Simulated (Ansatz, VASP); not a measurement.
# One calculation of LiF, two programs

```xyz
4
Lattice="2.8046 0.0000 0.0000 -1.4023 2.4289 0.0000 0.0000 0.0000 5.7262" Properties=species:S:1:pos:R:3 pbc="T T T"
Li    0.0000    1.6192    2.1826
Li    1.4023    0.8096    5.0457
F     0.0000    1.6192    5.6909
F     1.4023    0.8096    2.8278
```

Alike in both runs: task single point; functional PBEsol; k mesh 9 × 9 × 6; occupations gaussian, width 0.05 eV; no spin polarisation.

```csv
,VASP,Ansatz
version,VASP 6.6.1,Ansatz 0.2.0
potentials or method,"VASP PAW PBE potentials, release 64 (Li_sv, F)","scalar-relativistic, plane waves, PAW"
plane-wave cutoff (eV),520,420
valence electrons in the cell,20,20
```

```tsv
	VASP	Ansatz	Ansatz less VASP
gap on the k mesh at the Fermi level (eV)	7.24	7.25	+0.014
least direct gap on the mesh (eV)	7.24	7.25	+0.014
rms of the force components (eV/Å)	0.297	0.267	-0.0299
```

Atom by atom the forces differ by 0.030 eV/Å (rms over components). The functional is the same, so the differences come from potentials, cutoffs and numerics.

Caveats: the PAW data sets were made with another functional, which shifts forces and pressure a little (VASP); an odd mesh through Γ misses points on the zone boundary, where band edges often lie. As with any semilocal functional, this PBEsol gap is likely too small.
